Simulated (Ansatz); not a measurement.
**Ionic part of the dielectric constant of CaF2 at 9 GPa, mode by mode**

These are results of DFT LDA, scalar-relativistic, plane waves, PAW in Ansatz 0.2.0, not measurements. Cutoff 420 eV, 8×8×8 k-points (Γ-centred), fixed occupations. No spin polarisation. Phonons by linear response, acoustic sum rule imposed.

It takes space group Fm-3m (No. 225, cubic). The conventional cell has a = 5.195 Å, b = 5.195 Å, c = 5.195 Å, α = 90.00°, β = 90.00°, γ = 90.00°. Around Ca (site symmetry m-3m) lie 8 F at 2.25 Å. Around F (site symmetry -43m) lie 4 Ca at 2.25 Å.

At this pressure the crystal is close to a known change of phase.

The primitive cell has V = 35.05 Å³ and ε∞,zz = 2.425. Each polar mode adds Δε = (4.92064×10⁷/V)·S/ν² along z, with S its oscillator strength in e²/amu, ν in cm⁻¹ and V in Å³.

Task: From these modes, find each Δε and ε0,zz.
```json
{"ν (cm⁻¹)": "332.0", "S_zz (e²/amu)": "0.296"}
```

Result:
```json
{"ν (cm⁻¹)": "332.0", "Δε": "3.77"}
```

The sum is 3.770, so ε0,zz = 6.19; the run's tensor has 6.19.

Task: Where do the longitudinal modes lie for a wave vector along z?

Result: At 531 cm⁻¹. The Lyddane–Sachs–Teller product Π(ν_LO/ν_TO)² = 2.55 matches ε0/ε∞ = 2.55.

Cost: 1 run of about 0.21 core-minutes, on Intel Xeon 6975P-C (Granite Rapids) (shared hosts).

The lattice supplies most of the static dielectric response: the single infrared-active T1u mode adds 3.77, more than the electrons contribute above the vacuum value. In this mode the Ca and F sublattices move against each other, and their large opposite charges give a strong dipole. With a wide gap and tightly bound F 2p electrons, electronic screening is weak, so the macroscopic field lifts the longitudinal branch far above the transverse one, from 332.0 to 531 cm⁻¹. Cubic symmetry makes the result isotropic.

The ε∞ of 2.425 is well above the familiar ambient optical value for fluorite; compression may add a little, but the larger part probably comes from the LDA's overestimated electronic polarisability.

The transverse mode is stiff, with no sign of an incipient ferroelectric instability. That fits the known transformation to the cotunnite structure, which is first-order and reconstructive and needs no soft polar mode at the zone centre. A normal dielectric constant therefore says little about how close that transition is, which depends on the relative enthalpies of the two phases.
